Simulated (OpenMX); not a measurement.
# CuI (Marshite) under changes of volume

One of the cells (27.859 Å³/atom); the others are scaled copies at fixed shape and fractional positions:

```xyz
2
Lattice="0.0000 3.0315 3.0315 3.0315 0.0000 3.0315 3.0315 3.0315 0.0000" Properties=species:S:1:pos:R:3 pbc="T T T"
I     0.0000    0.0000    0.0000
Cu    4.5473    4.5473    4.5473
```

- Program: OpenMX 3.8.5
- Functional: PBE
- Potentials or basis: OpenMX 2013 PBE set, I7.0-s3p2d2, Cu6.0H-s2p2d1, fixed grid of 48 × 48 × 48 points
- k mesh: 9 × 9 × 9
- Occupations: fermi-dirac, width 0.05 eV
- Spin: no spin polarisation

```tsv
volume (Å³/atom)	energy over the lowest point (meV/atom)	gap on the mesh (eV)
26.188	65.97	1.65
26.745	?	?
27.302	30.64	1.52
27.859	18.65	1.46
28.417	9.72	1.40
28.974	3.47	1.35
29.531	0.00	1.30
```

Task: What does the run at 26.745 Å³/atom give?

Result: Energy over the lowest point 46.35 meV/atom; gap on the mesh 1.58 eV.

Worked out: A Birch-Murnaghan fit of order 3 (a polynomial in V^(-2/3)) to the other rows has its minimum at 30.18 Å³/atom, just outside them, with B0 = V·E''(V) = 30 GPa and B' = 5.3. It gives 46.33 meV/atom at 26.745 Å³/atom, against the run's 46.35. A straight line through the other rows of the gap, of slope -2.92 eV per unit of ln V (its deformation potential), gives 1.58 eV, against the run's 1.58.

Energies are extrapolated to zero smearing.

Caveats: the transition metal has a single d function, too few for pressures, volumes and moments; spin-orbit coupling is left out, which moves the levels of the heavy elements; the basis of atomic orbitals isn't converged, which shifts pressures, moduli and gaps.
